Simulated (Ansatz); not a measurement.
# NaI: the cost of one run

Program: Ansatz 0.2.0. Level of theory: DFT PBEsol, scalar-relativistic, plane waves, PAW. These are calculated values, not measurements.

1 further run of the same task is left out (set aside as unsound or not needed).

## Step 1: The structure to begin with

It takes space group Fm-3m (No. 225, cubic). The conventional cell has a = 6.401 Å, b = 6.401 Å, c = 6.401 Å, α = 90.00°, β = 90.00°, γ = 90.00°. Na (site symmetry m-3m) has 6 I at 3.20 Å as nearest neighbours. I (site symmetry m-3m) is surrounded by 6 Na at 3.20 Å.

Structure file:

```xyz
2
Lattice="0.0000 3.2004 3.2004 3.2004 0.0000 3.2004 3.2004 3.2004 0.0000" Properties=species:S:1:pos:R:3 pbc="T T T"
Na    0.0000    0.0000    0.0000
I     3.2004    3.2004    3.2004
```

This cell was relaxed beforehand with the same method: volume 32.78 Å³/atom, gap on the mesh 3.60 eV.

## Step 2: A stricter relaxation

The response runs start from a cell at rest, found with their own mesh and filling of the bands.

input.yaml reads:

```yaml
crystal:
  lattice:
    - [0.0, 3.2004123227, 3.2004123227]
    - [3.2004123227, 0.0, 3.2004123227]
    - [3.2004123227, 3.2004123227, 0.0]
  atoms:
    - { symbol: Na, position: [0.0, 0.0, 0.0] }
    - { symbol: I, position: [0.5, 0.5, 0.5] }
basis:
  ecutwfc: 420
kpoints:
  mp_grid: { grid: [6, 6, 6] }
hamiltonian:
  xc: pbesol
scf:
  occupations: { method: fixed }
output:
  forces: true
  stress: true
  eigenvalues: true
relax:
  adjacent_minimum: "off"
  f_tol: 0.001
  max_steps: 60
  cell: { stress_tol: 0.01 }
```

On the command line:

```bash
> ansatz run input.yaml --threads 1 --pin off --max-ram 2560MiB --backend cpu --events-out ev --progress --plain --runs-dir out
```

What time and memory should one allow on 1 thread of Arm Neoverse V2, shared host?

About 4.8 s, with a peak of 0.31 GiB.
